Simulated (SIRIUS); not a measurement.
**As under changes of volume**

One of the cells (21.530 Å³/atom); the others are scaled copies at fixed shape and fractional positions:

```
As
1.0
     1.88080    1.08588    3.51406
    -1.88080    1.08588    3.51406
     0.00000   -2.17176    3.51406
As
2
Direct
  0.22600 0.22600 0.22600
  0.77400 0.77400 0.77400
```

| Quantity | Value |
| --- | --- |
| Program | SIRIUS 7.12.0 |
| Functional | PBEsol |
| Potentials or basis | PseudoDojo 0.4.1 PBEsol standard (scalar relativistic) |
| Cutoff | 1152 eV |
| Density cutoff | 4606 eV |
| k mesh | 9 × 9 × 9 |
| Occupations | fermi-dirac, width 0.05 eV |
| Spin | no spin polarisation |

| volume (Å³/atom) | energy over the lowest point (meV/atom) | pressure (GPa) | largest force (eV/Å) |
| --- | --- | --- | --- |
| 20.239 | 23.74 | 5.8 | 0.828 |
| 20.669 | 10.84 | 3.8 | 0.667 |
| 21.100 | ? | ? | ? |
| 21.530 | 0.00 | 0.3 | 0.375 |
| 21.961 | 1.10 | -1.1 | 0.243 |
| 22.392 | 5.99 | -2.5 | 0.118 |
| 22.822 | 14.31 | -3.7 | 0.002 |

Problem. What does the run at 21.100 Å³/atom give?

Solution. Energy over the lowest point 3.10 meV/atom; pressure 2.0 GPa; largest force 0.516 eV/Å.

Worked out: A Birch-Murnaghan fit of order 3 (a polynomial in V^(-2/3)) to the other rows has its minimum at 21.63 Å³/atom with B0 = V·E''(V) = 77 GPa and B' = 4.1 at fixed shape and positions, which overstates the stiffness. It gives 3.09 meV/atom at 21.100 Å³/atom, against the run's 3.10, and -dE/dV = 2.0 GPa, against 2.0.

Energies are extrapolated to zero smearing.
